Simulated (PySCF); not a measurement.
Compound: hydrogen oxalate, C2HO4 (charge -1).
SMILES with atom numbers: `[O:1]=[C:2]([O-:3])[C:4](=[O:5])[OH:6]` (hydrogens: H7 on O6)

Torsions of this conformer, `[O:1]=[C:2]([O-:3])[C:4](=[O:5])[OH:6]`: O1–C2–C4–O5 180°, H–O6–C4–C2 180°.

The closed-shell ground state was solved at several levels (PySCF, density fitting, gas phase, non-relativistic). Isolated species at its GFN2-xTB geometry (one conformer only). GFN2-xTB frequencies show an imaginary mode (55i cm⁻¹), so this geometry is no minimum at that level. No diffuse functions stand in pcJ-1 and pcSseg-1, which bears on an anion's orbital energies.

```csv
level,basis functions,total energy (Eh),HOMO (eV),LUMO (eV),gap (eV)
PBE0/pcSseg-1,107,-377.3534,-1.47,4.28,5.75
B3LYP/pcJ-1,172,-377.7926,-1.16,4.05,5.21
```

(1) Estimate the row for CAM-B3LYP/def2-SVPD, a basis of 140 functions; the other rows only guide the guess.

(2) Over all these levels, which gives the widest orbital gap and which the narrowest?

Results:

(1) Total energy -377.4141 Eh, HOMO -3.53 eV, LUMO 4.36 eV, gap 7.89 eV.

(2) CAM-B3LYP/def2-SVPD (range-separated hybrid) has the widest, 7.89 eV, and B3LYP/pcJ-1 (global hybrid, 20 % exact exchange) the narrowest, 5.21 eV. Functional and basis both differ between the two, so the spread mixes both effects.
